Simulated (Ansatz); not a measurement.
## Energy landscape near a BN structure

These are results of Ansatz 0.2.0, DFT PBE, scalar-relativistic, plane waves, PAW, not measurements.

Cutoff 420 eV; k points 12×12×4 on the computed 4-atom cell (Γ-centred); Gaussian smearing, width 0.02 eV; no spin polarisation.

Reference cell:

```
B N
1.0
     2.50399    0.00000    0.00000
    -1.25200    2.16852    0.00000
     0.00000    0.00000    6.66120
B N
2 2
Direct
  0.33333 0.66667 0.25000
  0.66667 0.33333 0.75000
  0.33333 0.66667 0.75000
  0.66667 0.33333 0.25000
```

Each variant moves atoms of this cell by the vectors given, if any (Å), and then applies a symmetric strain (tensor components, Cartesian axes). The reference cell isn't relaxed at this level. Energies are per atom at zero smearing, counted from the lowest variant. Pressure is positive in compression.

1. strain (xx yy zz yz xz xy, %) 3.84 3.48 2.98 -1.00 -0.92 -0.66; moves: B1 (-0.003, 0.030, -0.013); B2 (0.020, -0.006, -0.008); N3 (-0.012, 0.014, 0.009); N4 (-0.006, -0.038, 0.012)
2. strain (xx yy zz yz xz xy, %) -1.30 -1.30 -2.80 0.00 0.00 0.00
3. strain (xx yy zz yz xz xy, %) 2.68 2.68 -3.32 0.00 0.00 0.00
4. strain (xx yy zz yz xz xy, %) 0.46 0.46 -2.54 0.00 0.00 0.00; moves: B1 (0.000, 0.000, 0.035); B2 (0.000, 0.000, -0.035); N3 (0.000, 0.000, 0.025); N4 (0.000, 0.000, -0.025)
5. strain (xx yy zz yz xz xy, %) 2.51 2.51 8.51 0.00 0.00 0.00
6. strain (xx yy zz yz xz xy, %) 1.17 1.17 -7.83 0.00 0.00 0.00
7. strain (xx yy zz yz xz xy, %) 4.10 1.74 3.35 -6.00 -3.46 -2.05; moves: B1 (-0.083, 0.075, 0.086); B2 (0.107, -0.035, 0.086); N3 (-0.125, 0.045, -0.086); N4 (0.101, -0.086, -0.086)
8. strain (xx yy zz yz xz xy, %) -1.73 -3.62 -2.83 -0.47 -0.56 0.27; moves: B1 (-0.035, -0.138, -0.028); B2 (-0.019, 0.097, 0.110); N3 (-0.033, -0.056, -0.147); N4 (0.087, 0.097, 0.065)

```
variant  ΔE (meV/atom) P (GPa) largest force (eV/Å) gap on mesh (eV) space group
      1           70.5   -17.65                  2.44              3.94           P1
      2            5.4    14.17                  0.00              4.30     P6_3/mmc
      3              ?        ?                     ?                 ?            ?
      4              ?        ?                     ?                 ?            ?
      5            1.8   -12.46                  0.00              4.27     P6_3/mmc
      6            7.4    -3.82                  0.00              4.07     P6_3/mmc
      7          512.9     2.02                  5.11              2.21           Cc
      8          646.0    39.47                 13.53              1.83           P1
```

Problem. Give the withheld rows.

Solution.
```
variant  ΔE (meV/atom) P (GPa) largest force (eV/Å) gap on mesh (eV) space group
      3           20.7   -13.94                  0.00              4.06     P6_3/mmc
      4            0.0     0.18                  0.82              4.18        P-3m1
```

Each cell of BN holds layers, and where no dispersion correction was added their binding is poorly described.